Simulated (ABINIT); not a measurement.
Crystal: Si2Mo.

```xyz
3
Lattice="-1.6000 1.6000 3.9305 1.6000 -1.6000 3.9305 1.6000 1.6000 -3.9305" Properties=species:S:1:pos:R:3 pbc="T T T"
Mo    0.0000    0.0000    0.0000
Si    0.0000    0.0000    5.2433
Si    0.0000    0.0000    2.6177
```

Base run:

```yaml
Program: ABINIT 10.8.3 (patched build)
Functional: PBE
Potentials_or_basis: PseudoDojo NC SR PBE v0.5 standard
Cutoff: 980 eV
k_mesh: 9 × 9 × 9
Occupations: fermi-dirac, width 0.05 eV
Spin: no spin polarisation
```

Its results: band gap on the k mesh none (metal or under the smearing width); pressure 2.1 GPa; largest force 0.303 eV/Å.

Problem. After a change of settings the same cell gave: band gap on the k mesh none (metal or under the smearing width); pressure -2.9 GPa; largest force 0.350 eV/Å. Which change was it?
A. potentials or basis from PseudoDojo NC SR PBE v0.5 standard to PseudoDojo NC SR PBE v0.4.1 standard; cutoff from 980 eV to 952 eV
B. functional from PBE to LDA; potentials or basis from PseudoDojo NC SR PBE v0.5 standard to PseudoDojo NC SR LDA v0.4.1 standard; cutoff from 980 eV to 952 eV
C. functional from PBE to PBEsol; potentials or basis from PseudoDojo NC SR PBE v0.5 standard to PseudoDojo NC SR PBEsol v0.4.1 standard
D. functional from PBE to LDA; potentials or basis from PseudoDojo NC SR PBE v0.5 standard to JTH PAW LDA v2.0; cutoff from 980 eV to 354 eV

Solution. C.

Not every run made on this cell is shown here.
